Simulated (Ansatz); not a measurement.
**Step by step: RbCl, 20 steps of 1.5 fs from 1200 K**

All numbers below come from DFT, LDA, all-electron LAPW, scalar-relativistic in Ansatz 0.2.0.

Command: `ansatz run input.yaml --threads 2 --pin off --max-ram 4096MiB --backend cpu --events-out ev --progress --plain --runs-dir out` The run took 7.4 min on 2 threads of Arm Neoverse V1, with other jobs on the host, peak memory 0.48 GiB.

```yaml
crystal:
  lattice:
    - [0.0, 6.548, 6.548]
    - [3.274, 0.0, 3.274]
    - [3.274, 3.274, 0.0]
  atoms:
    - { symbol: Rb, position: [0.0, 0.0, 0.0] }
    - { symbol: Rb, position: [0.5, 0.0, 0.0] }
    - { symbol: Cl, position: [0.25, 0.5, 0.5] }
    - { symbol: Cl, position: [0.75, 0.5, 0.5] }
kpoints:
  mp_grid: { grid: [3, 5, 5] }
scf:
  occupations: { method: fermi_dirac, width: 0.08 }
hamiltonian:
  xc: lda
  pseudopotentials: { kind: all_electron, lapw: { basis_error: 0.001 } }
output:
  forces: true
  stress: true
md:
  timestep: 1.5
  n_steps: 20
  ensemble: nvt_langevin
  temperature: 1200
  initial_velocities: maxwell_boltzmann
  seed: 954522
```

The cell comes from COD entry 8103714, which wasn't checked; take it as a given geometry. It differs from other determinations.

Each frame lists Cartesian positions (Å) and forces (eV/Å). Free energies count from the first step, -187105.4818 eV.

Step 0 (t = 0.0 fs): E = 0.0 meV, T = 900 K

```
Rb    0.0000    0.0000    0.0000     0.000   0.000   0.000
Rb    0.0000    3.2740    3.2740     0.000   0.000   0.000
Cl    3.2740    3.2740    3.2740     0.000   0.000   0.000
Cl    3.2740    6.5480    6.5480     0.000   0.000   0.000
```

Step 1 (t = 1.5 fs): E = +0.3 meV, T = 848 K

```
Rb    0.0021    0.0007   -0.0036    -0.012   0.001   0.003
Rb    0.0051    3.2720    3.2806    -0.012   0.001  -0.012
Cl    3.2714    3.2812    3.2758     0.007  -0.012  -0.003
Cl    3.2605    6.5413    6.5417     0.017   0.010   0.012
```

Step 2 (t = 3.0 fs): E = +1.4 meV, T = 978 K

```
Rb    0.0047    0.0013   -0.0068    -0.026   0.000   0.006
Rb    0.0103    3.2701    3.2880    -0.023   0.001  -0.025
Cl    3.2692    3.2875    3.2766     0.015  -0.023  -0.005
Cl    3.2475    6.5328    6.5352     0.034   0.022   0.024
```

Step 3 (t = 4.5 fs): E = +3.2 meV, T = 1037 K

```
Rb    0.0073    0.0022   -0.0101    -0.040   0.000   0.008
Rb    0.0158    3.2682    3.2952    -0.033   0.001  -0.040
Cl    3.2683    3.2946    3.2768     0.021  -0.036  -0.006
Cl    3.2340    6.5231    6.5276     0.052   0.035   0.039
```

Step 4 (t = 6.0 fs): E = +5.7 meV, T = 885 K

```
Rb    0.0098    0.0029   -0.0131    -0.053   0.000   0.008
Rb    0.0210    3.2664    3.3022    -0.041   0.001  -0.056
Cl    3.2677    3.3023    3.2769     0.027  -0.050  -0.009
Cl    3.2222    6.5135    6.5187     0.067   0.049   0.057
```

Step 5 (t = 7.5 fs): E = +9.0 meV, T = 895 K

```
Rb    0.0119    0.0026   -0.0156    -0.065   0.001   0.009
Rb    0.0255    3.2641    3.3086    -0.047   0.003  -0.072
Cl    3.2669    3.3116    3.2772     0.034  -0.068  -0.012
Cl    3.2120    6.5030    6.5105     0.078   0.064   0.075
```

Step 6 (t = 9.0 fs): E = +12.9 meV, T = 984 K

```
Rb    0.0144    0.0007   -0.0182    -0.079   0.004   0.011
Rb    0.0305    3.2614    3.3142    -0.053   0.005  -0.085
Cl    3.2665    3.3220    3.2786     0.041  -0.088  -0.016
Cl    3.2014    6.4913    6.5044     0.091   0.079   0.090
```

Step 7 (t = 10.5 fs): E = +17.5 meV, T = 817 K

```
Rb    0.0175   -0.0015   -0.0207    -0.093   0.007   0.014
Rb    0.0356    3.2583    3.3198    -0.057   0.007  -0.097
Cl    3.2670    3.3309    3.2809     0.047  -0.107  -0.022
Cl    3.1917    6.4793    6.4986     0.103   0.093   0.105
```

Step 8 (t = 12.0 fs): E = +22.6 meV, T = 846 K

```
Rb    0.0203   -0.0024   -0.0229    -0.106   0.008   0.015
Rb    0.0401    3.2552    3.3257    -0.060   0.010  -0.111
Cl    3.2679    3.3394    3.2822     0.052  -0.126  -0.026
Cl    3.1825    6.4679    6.4921     0.114   0.107   0.121
```

Step 9 (t = 13.5 fs):

```
Rb    0.0226   -0.0030   -0.0250
Rb    0.0442    3.2526    3.3312
Cl    3.2677    3.3468    3.2830
Cl    3.1727    6.4564    6.4856
```

Step 10 (t = 15.0 fs): E = +34.0 meV, T = 688 K

```
Rb    0.0243   -0.0038   -0.0273    -0.135   0.009   0.018
Rb    0.0480    3.2497    3.3364    -0.068   0.013  -0.138
Cl    3.2661    3.3520    3.2841     0.064  -0.155  -0.033
Cl    3.1625    6.4460    6.4791     0.138   0.133   0.154
```

Step 11 (t = 16.5 fs): E = +39.6 meV, T = 531 K

```
Rb    0.0251   -0.0045   -0.0289    -0.148   0.010   0.018
Rb    0.0517    3.2461    3.3416    -0.071   0.018  -0.151
Cl    3.2649    3.3566    3.2851     0.069  -0.168  -0.035
Cl    3.1519    6.4374    6.4737     0.151   0.141   0.167
```

Step 12 (t = 18.0 fs): E = +45.3 meV, T = 674 K

```
Rb    0.0254   -0.0062   -0.0291    -0.162   0.010   0.017
Rb    0.0554    3.2424    3.3458    -0.075   0.023  -0.159
Cl    3.2651    3.3614    3.2852     0.071  -0.180  -0.035
Cl    3.1401    6.4283    6.4702     0.166   0.148   0.177
```

Step 13 (t = 19.5 fs): E = +51.1 meV, T = 444 K

```
Rb    0.0265   -0.0084   -0.0287    -0.179   0.011   0.016
Rb    0.0587    3.2393    3.3493    -0.078   0.026  -0.166
Cl    3.2646    3.3650    3.2853     0.073  -0.191  -0.035
Cl    3.1278    6.4192    6.4674     0.183   0.155   0.185
```

Step 14 (t = 21.0 fs): E = +56.6 meV, T = 372 K

```
Rb    0.0279   -0.0102   -0.0294    -0.196   0.012   0.017
Rb    0.0610    3.2368    3.3522    -0.079   0.027  -0.172
Cl    3.2641    3.3681    3.2863     0.076  -0.200  -0.037
Cl    3.1170    6.4118    6.4646     0.199   0.160   0.192
```

Step 15 (t = 22.5 fs): E = +62.1 meV, T = 326 K

```
Rb    0.0283   -0.0120   -0.0311    -0.210   0.014   0.019
Rb    0.0628    3.2351    3.3553    -0.078   0.029  -0.182
Cl    3.2646    3.3719    3.2875     0.076  -0.209  -0.039
Cl    3.1078    6.4054    6.4599     0.212   0.166   0.203
```

Step 16 (t = 24.0 fs): E = +67.5 meV, T = 379 K

```
Rb    0.0274   -0.0138   -0.0335    -0.218   0.017   0.021
Rb    0.0648    3.2347    3.3588    -0.076   0.028  -0.194
Cl    3.2657    3.3763    3.2883     0.077  -0.219  -0.042
Cl    3.1010    6.3982    6.4547     0.218   0.174   0.215
```

Step 17 (t = 25.5 fs): E = +73.2 meV, T = 440 K

```
Rb    0.0261   -0.0150   -0.0361    -0.223   0.019   0.024
Rb    0.0678    3.2358    3.3629    -0.074   0.023  -0.206
Cl    3.2680    3.3809    3.2901     0.077  -0.228  -0.047
Cl    3.0957    6.3893    6.4493     0.220   0.186   0.229
```

Step 18 (t = 27.0 fs): E = +78.5 meV, T = 384 K

```
Rb    0.0249   -0.0152   -0.0384    -0.226   0.020   0.026
Rb    0.0713    3.2380    3.3675    -0.071   0.012  -0.220
Cl    3.2702    3.3832    3.2921     0.078  -0.232  -0.051
Cl    3.0919    6.3801    6.4440     0.220   0.200   0.244
```

Step 19 (t = 28.5 fs): E = +83.4 meV, T = 380 K

```
Rb    0.0237   -0.0148   -0.0410    -0.228   0.021   0.029
Rb    0.0738    3.2410    3.3721    -0.068  -0.003  -0.234
Cl    3.2717    3.3841    3.2928     0.079  -0.233  -0.054
Cl    3.0896    6.3702    6.4391     0.217   0.215   0.259
```

Step 20 (t = 30.0 fs): E = +88.1 meV, T = 442 K

```
Rb    0.0221   -0.0139   -0.0439    -0.226   0.021   0.032
Rb    0.0765    3.2448    3.3764    -0.065  -0.022  -0.247
Cl    3.2736    3.3846    3.2930     0.080  -0.233  -0.057
Cl    3.0884    6.3601    6.4347     0.211   0.233   0.272
```

**Question.** Give the energy and forces of step 9.

**Answer.** E = +28.2 meV, T = 682 K
```
Rb    0.0226   -0.0030   -0.0250    -0.120   0.009   0.016
Rb    0.0442    3.2526    3.3312    -0.064   0.012  -0.125
Cl    3.2677    3.3468    3.2830     0.058  -0.142  -0.029
Cl    3.1727    6.4564    6.4856     0.126   0.121   0.137
```

**Question.** What is the mean temperature over the last 11 frames?

**Answer.** 460 K; so short a run of so small a cell isn't equilibrated.
